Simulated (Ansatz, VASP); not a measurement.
This is a calculation of HfO2 for Ansatz 0.2.0.

File input.yaml:

```yaml
crystal:
  lattice:
    - [0.0, 2.5403350533, 2.5403350533]
    - [2.5403350533, 0.0, 2.5403350533]
    - [2.5403350533, 2.5403350533, 0.0]
  atoms:
    - { symbol: Hf, position: [0.0, 0.0, 0.0] }
    - { symbol: O, position: [0.75, 0.75, 0.75] }
    - { symbol: O, position: [0.25, 0.25, 0.25] }
kpoints:
  mp_grid: { grid: [9, 9, 9] }
scf:
  occupations: { method: fermi_dirac, width: 0.05 }
hamiltonian:
  xc: pbesol
  pseudopotentials: { kind: all_electron, lapw: { basis_error: 0.002 } }
output:
  forces: true
  stress: true
  eigenvalues: true
```

Potentials or basis: all-electron LAPW, scalar-relativistic.

Launch:

```console
$ ansatz run input.yaml --threads 2 --pin off --max-ram 6144MiB --backend cpu --events-out ev --progress --plain --runs-dir out
```

Task: Translate it to VASP 6.6.1. Potentials there: VASP PAW PBE potentials, release 64 (Hf_pv, O).

Result: As run (the cutoff follows the program's own potentials):

Contents of INCAR:

```
PREC = Accurate ; ENCUT = 520
EDIFF = 1E-7 ; ISMEAR = -1
SIGMA = 0.05 ; LREAL = F
LASPH = T ; NELM = 80
ALGO = Normal ; ISIF = 2
LWAVE = F ; LCHARG = F
GGA = PS ; NBANDS = 18
```

Contents of KPOINTS:

```
regular mesh
0
Gamma
  9 9 9
```

POSCAR

```
HfO2
1.0
    0.0000000000      2.5403350533      2.5403350533
    2.5403350533      0.0000000000      2.5403350533
    2.5403350533      2.5403350533      0.0000000000
Hf O
1 2
Direct
    0.0000000000      0.0000000000      0.0000000000
    0.7500000000      0.7500000000      0.7500000000
    0.2500000000      0.2500000000      0.2500000000
```

Potentials or basis: VASP PAW PBE potentials, release 64 (Hf_pv, O).

Launch:

```bash
$ cat potpaw_PBE.64/Hf_pv/POTCAR potpaw_PBE.64/O/POTCAR > POTCAR
$ mpirun -np 1 vasp_std > vasp.out
```

Both were run:

|  | VASP | Ansatz | Ansatz less VASP |
| --- | --- | --- | --- |
| gap on the k mesh at the Fermi level (eV) | 3.77 | 3.75 | -0.022 |
| least direct gap on the mesh (eV) | 3.89 | 3.86 | -0.022 |
| pressure (GPa) | -9.1 | -5.5 | +3.55 |

Ansatz ran all-electron here, so the differences hold the error of VASP's frozen core and of both bases.

Caveats: spin-orbit coupling is left out, which moves the levels of the heavy elements; an odd mesh through Γ misses points on the zone boundary, where band edges often lie; the PAW data sets were made with another functional, which shifts forces and pressure a little (VASP).
